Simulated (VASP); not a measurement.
# Na (Im-3m) in VASP: notebook, part 2 of 2

VASP 6.6.1. The steps go on from the part before.

## Step 3: Single point, PBEsol

The input, INCAR:

```
SYSTEM = Na
PREC     = Accurate       ! precision mode
ENCUT    = 520            ! plane-wave cutoff, eV
EDIFF    = 1E-6           ! SCF threshold, eV
ISMEAR   = 0              ! smearing method
SIGMA    = 0.1            ! smearing width, eV
LREAL    = .FALSE.        ! projectors in reciprocal space
LASPH    = .TRUE.         ! aspherical terms in the spheres
NELM     = 100            ! most SCF steps
ALGO     = Normal         ! electronic algorithm
ISIF     = 2              ! what is computed and relaxed
LWAVE    = .FALSE.        ! write WAVECAR
LCHARG   = .FALSE.        ! write CHGCAR
GGA      = PS             ! functional
NBANDS   = 10             ! bands
```

The input, KPOINTS:

```
Automatic mesh
0
G
  22 22 22
  0 0 0
```

The input, POSCAR:

```
Na
1.0
   -2.0848200000      2.0848200000      2.0848200000
    2.0848200000     -2.0848200000      2.0848200000
    2.0848200000      2.0848200000     -2.0848200000
Na
1
Direct
    0.0000000000      0.0000000000      0.0000000000
```

Potentials or basis: VASP PAW PBE potentials, release 64 (Na_pv).

On the command line:

```bash
$ cat potpaw_PBE.64/Na_pv/POTCAR > POTCAR
$ mpirun -np 1 vasp_std > vasp.out
```

OUTCAR:

```text
SYSTEM = Na
   PREC = Accurate
   ENCUT = 520
   EDIFF = 1E-6
   ISMEAR = 0
   LREAL = .FALSE.
   LASPH = .TRUE.
   NELM = 100
   ISIF = 2
   GGA = PS

 ion  position               nearest neighbor table
   1  0.000  0.000  0.000-

  LATTYP: Found a body centered cubic cell.
 ALAT       =     4.1696400000

  Lattice vectors:

 A1 = (  -2.0848200000,   2.0848200000,   2.0848200000)
 A2 = (   2.0848200000,  -2.0848200000,   2.0848200000)
 A3 = (   2.0848200000,   2.0848200000,  -2.0848200000)

Analysis of symmetry for initial positions (statically):
=====================================================================
 Subroutine PRICEL returns:
 Original cell was already a primitive cell.

 Routine SETGRP: Setting up the symmetry group for a
 body centered cubic supercell.

 Subroutine GETGRP returns: Found 48 space group operations
 (whereof 48 operations were pure point group operations)
 out of a pool of 48 trial point group operations.

The static configuration has the point symmetry O_h .

Analysis of symmetry for dynamics (positions and initial velocities):
=====================================================================
 Subroutine PRICEL returns:
 Original cell was already a primitive cell.

 Routine SETGRP: Setting up the symmetry group for a
 body centered cubic supercell.

 Subroutine GETGRP returns: Found 48 space group operations
 (whereof 48 operations were pure point group operations)
 out of a pool of 48 trial point group operations.

The dynamic configuration has the point symmetry O_h .

 Subroutine INISYM returns: Found 48 space group operations
 (whereof 48 operations are pure point group operations),
 and found     1 'primitive' translations

----------------------------------------------------------------------------------------

                                     Primitive cell

  volume of cell :      36.2465

  direct lattice vectors                    reciprocal lattice vectors
    -2.084820000  2.084820000  2.084820000     0.000000000  0.239828858  0.239828858
     2.084820000 -2.084820000  2.084820000     0.239828858  0.000000000  0.239828858
     2.084820000  2.084820000 -2.084820000     0.239828858  0.239828858  0.000000000

  length of vectors
     3.611014165  3.611014165  3.611014165     0.339169224  0.339169224  0.339169224

  position of ions in fractional coordinates (direct lattice)
     0.000000000  0.000000000  0.000000000

  ion indices of the primitive-cell ions
   primitive index   ion index
                 1           1

----------------------------------------------------------------------------------------

 KPOINTS: Automatic mesh

Automatic generation of k-mesh.
 Grid dimensions read from file:
 generate k-points for:   22   22   22

 Generating k-lattice:

  Cartesian coordinates                     Fractional coordinates (reciprocal lattice)
     0.000000000  0.010901312  0.010901312     0.045454545  0.000000000  0.000000000
     0.010901312  0.000000000  0.010901312     0.000000000  0.045454545  0.000000000
     0.010901312  0.010901312  0.000000000     0.000000000  0.000000000  0.045454545

  Length of vectors
     0.015416783  0.015416783  0.015416783

  Shift w.r.t. Gamma in fractional coordinates (k-lattice)
     0.000000000  0.000000000  0.000000000

 Subroutine IBZKPT returns following result:
 ===========================================

 Found    328 irreducible k-points:

 Following reciprocal coordinates:
            Coordinates               Weight
  0.000000  0.000000  0.000000      1.000000
  0.045455  0.000000  0.000000     12.000000
  0.090909  0.000000  0.000000     12.000000
  0.136364  0.000000  0.000000     12.000000
  0.181818  0.000000  0.000000     12.000000
  0.227273  0.000000  0.000000     12.000000
[... 16 lines left out ...]
  0.090909  0.090909  0.000000     24.000000
  0.136364  0.090909  0.000000     48.000000
 [... further k-points ...]
   k-points           NKPTS =    328   k-points in BZ     NKDIM =    328   number of bands    NBANDS=     10
   number of dos      NEDOS =    301   number of ions     NIONS =      1
   total plane-waves  NPLWV =  21952
   dimension x,y,z NGX =    28 NGY =   28 NGZ =   28
   dimension x,y,z NGXF=    56 NGYF=   56 NGZF=   56
   ions per type =               1
   NGX,Y,Z   is equivalent  to a cutoff of  12.89, 12.89, 12.89 a.u.
   NGXF,Y,Z  is equivalent  to a cutoff of  25.78, 25.78, 25.78 a.u.
 SYSTEM =  Na
   PREC   = accura    normal or accurate (medium, high low for compatibility)
   ISTART =      0    job   : 0-new  1-cont  2-samecut
   ICHARG =      2    charge: 1-file 2-atom 10-const
   ISPIN  =      1    spin polarized calculation?
   LNONCOLLINEAR =      F non collinear calculations
   LSORBIT =      F    spin-orbit coupling
   LASPH  =      T    aspherical Exc in radial PAW
   ENCUT  =  520.0 eV  38.22 Ry    6.18 a.u.   6.71  6.71  6.71*2*pi/ulx,y,z
   NELM   =    100;   NELMIN=  2; NELMDL= -5     # of ELM steps
   EDIFF  = 0.1E-05   stopping-criterion for ELM
   LREAL  =      F    real-space projection
   EDIFFG = 0.1E-04   stopping-criterion for IOM
   NSW    =      0    number of steps for IOM
   IBRION =     -1    ionic relax: 0-MD 1-quasi-New 2-CG
   NFREE  =      0    steps in history (QN), initial steepest desc. (CG)
   ISIF   =      2    stress and relaxation
   ISYM   =      2    0-nonsym 1-usesym 2-fastsym
   POTIM  = 0.5000    time-step for ionic-motion
   TEBEG  =    0.0;   TEEND  =   0.0 temperature during run
   PSTRESS=    0.0 pullay stress
   NELECT =       7.0000    total number of electrons
   NUPDOWN=      -1.0000    fix difference up-down
   EMIN   =  10.00;   EMAX   =-10.00  energy-range for DOS
   EFERMI =   0.00;   METHOD = LEGACY
   ISMEAR =     0;   SIGMA  =   0.10  broadening in eV -4-tet -1-fermi 0-gaus
   EFERMI_NEDOS =   21; number of points for ismear=-14 and -15
   IALGO  =     38    algorithm
   IMIX   =      4    mixing-type and parameters
     AMIX     =   0.40;   BMIX     =  1.00
     AMIX_MAG =   1.60;   BMIX_MAG =  1.00
  volume/ion in A,a.u.               =      36.25       244.60
  Fermi-wavevector in a.u.,A,eV,Ry     =   0.946278  1.788207 12.183240  0.895443
  Thomas-Fermi vector in A             =   2.074261
   LORBIT       =      0    0 simple, 1 ext, 2 COOP (PROOUT), +10 PAW based schemes
   GGA     = PS    functional components
   LHFCALC =     F    Hartree Fock is set to
   AEXX    =    0.0000 exact exchange contribution
   IVDW    =     0    specifies the selected vdW correction
   LEPSILON=     F    determine dielectric tensor
   LRPA    =     F    only Hartree local field effects (RPA)
 non-spin polarized calculation
 Gauss-broadening in eV      SIGMA  =   0.10
  energy-cutoff  :      520.00
  volume of cell :       36.25
 maximum number of plane-waves:       990
   NGX = 13   NGY = 13   NGZ = 13

 number of electron       6.9999995 magnetization

 Free energy of the ion-electron system (eV)
  ---------------------------------------------------
  ext. energy  EPLUGINS =         0.00000000
  ---------------------------------------------------
  free energy    TOTEN  =        -1.40085022 eV

  energy without entropy =       -1.39876786  energy(sigma->0) =       -1.39980904

 E-fermi :   0.3723     XC(G=0):  -6.5608

 val. band max:        0.3710567431   @ k =   0.3182   0.1818   0.0000
 cond. band min:       0.3736901628   @ k =  -0.3636   0.4091   0.1818
 fundamental gap:      0.0026334196
 Fermi energy:         0.3723002171

 k-point     1 :       0.0000    0.0000    0.0000
  band No.  band energies     occupation
      1     -24.3976      2.00000
      2     -24.3976      2.00000
      3     -24.3976      2.00000
      4      -2.9556      2.00000
      5      12.2487      0.00000
      6      12.2487      0.00000
      7      12.2487      0.00000
      8      13.2670      0.00000
      9      13.2670      0.00000
     10      13.8186      0.00000

 k-point     2 :       0.0455    0.0000    0.0000
  band No.  band energies     occupation
      1     -24.3984      2.00000
      2     -24.3979      2.00000
      3     -24.3976      2.00000
      4      -2.9186      2.00000
      5      11.6859      0.00000
      6      11.9588      0.00000
      7      12.0926      0.00000
      8      12.8495      0.00000
      9      12.8591      0.00000
     10      14.0668      0.00000
[... 274 lines left out ...]
 k-point    24 :       0.1364    0.0909    0.0000
  band No.  band energies     occupation
      1     -24.4109      2.00000
      2     -24.4012      2.00000
      3     -24.3986      2.00000
      4      -2.2570      2.00000
      5       8.1569      0.00000
      6       9.0444      0.00000
      7      10.6678      0.00000
      8      11.9015      0.00000
      9      12.8613      0.00000
     10      14.1081      0.00000

 [... further k-points ...]
[... 5 lines left out ...]
  --------------------------------------------------------------------------------------
  -------------------------------------------------------------------------------------
  Total       -0.0036292     -0.0036292     -0.0036292      0.0000000      0.0000000      0.0000000
  in kB       -0.1604203     -0.1604203     -0.1604203      0.0000000      0.0000000      0.0000000
  external PRESSURE =      -0.1604203 kB  Pullay stress =       0.0000000 kB

 VOLUME and BASIS-vectors are now :
 -----------------------------------------------------------------------------
  energy-cutoff  :      520.00
  volume of cell :       36.25
      direct lattice vectors                 reciprocal lattice vectors
    -2.084820000  2.084820000  2.084820000     0.000000000  0.239828858  0.239828858
     2.084820000 -2.084820000  2.084820000     0.239828858  0.000000000  0.239828858
     2.084820000  2.084820000 -2.084820000     0.239828858  0.239828858  0.000000000

 POSITION                                       TOTAL-FORCE (eV/Angst)
 -----------------------------------------------------------------------------------
      0.00000      0.00000      0.00000         0.000000      0.000000      0.000000
 -----------------------------------------------------------------------------------
    total drift:                               -0.000000     -0.000000     -0.000000

  FREE ENERGIE OF THE ION-ELECTRON SYSTEM (eV)
  ---------------------------------------------------
  free  energy   TOTEN  =        -1.4008502210 eV

  energy  without entropy=       -1.3987678613  energy(sigma->0) =       -1.39980904
```

It took 24 s on 1 thread of Intel Xeon 6975P-C (Granite Rapids), shared host; peak memory 0.22 GiB.

Results:

* Free energy: -1.4009 eV
* Pressure: 0.0 GPa
* Band gap on the k mesh: none (metal or under the smearing width)

Levels at points of the mesh, in eV from the Fermi level:
| k point | band 1 | band 2 | band 3 | band 4 | band 5 | band 6 | band 7 |
| --- | --- | --- | --- | --- | --- | --- | --- |
| (0.00, 0.00, 0.00) | -24.77 | -24.77 | -24.77 | -3.33 | 11.88 | 11.88 | 11.88 |
| (0.50, 0.00, 0.00) | -24.81 | -24.78 | -24.77 | 0.75 | 1.25 | 8.29 | 9.31 |
| (0.50, 0.50, 0.50) | -24.80 | -24.80 | -24.80 | 4.55 | 4.55 | 4.96 | 4.96 |

Caveat: the PAW data sets were made with another functional, which shifts forces and pressure a little.
